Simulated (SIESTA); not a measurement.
LiCl under changes of volume

One of the cells (16.871 Å³/atom); the others are scaled copies at fixed shape and fractional positions:

```
CELL_PARAMETERS angstrom
0.00000 2.56477 2.56477
2.56477 0.00000 2.56477
2.56477 2.56477 0.00000
ATOMIC_POSITIONS crystal
Cl 0.50000 0.50000 0.50000
Li 0.00000 0.00000 0.00000
```

```yaml
Program: SIESTA 5.4.2
Functional: LDA
Potentials_or_basis: PseudoDojo 0.4 standard (LDA files)
Basis: DZP (energy shift 0.003 Ry; two zetas on semicore shells)
Grid_cutoff: 800 Ry
Energy_shift: 0.003 Ry
k_mesh: 9 × 9 × 9
Occupations: fermi-dirac, width 0.05 eV
Spin: no spin polarisation
```

```csv
volume (Å³/atom),energy over the lowest point (meV/atom),pressure (GPa),gap on the mesh (eV)
15.859,0.00,-1.0,6.65
16.196,?,?,?
16.534,7.04,-2.3,6.37
16.871,12.54,-2.9,6.24
17.209,19.15,-3.4,6.11
17.546,26.76,-3.8,6.00
17.883,35.27,-4.2,5.88
```

Problem. What does the run at 16.196 Å³/atom give?

Solution. Energy over the lowest point 2.82 meV/atom; pressure -1.7 GPa; gap on the mesh 6.51 eV.

Worked out: A Birch-Murnaghan fit of order 3 (a polynomial in V^(-2/3)) to the other rows has its minimum at 15.45 Å³/atom, just outside them, with B0 = V·E''(V) = 39 GPa and B' = 4.2. It gives 2.81 meV/atom at 16.196 Å³/atom, against the run's 2.82, and -dE/dV = -1.7 GPa, against -1.7. A straight line through the other rows of the gap, of slope -6.4 eV per unit of ln V (its deformation potential), gives 6.51 eV, against the run's 6.51.

Energies are extrapolated to zero smearing.

Caveats: an odd mesh through Γ misses points on the zone boundary, where band edges often lie; the basis of atomic orbitals isn't converged, which shifts pressures, moduli and gaps.
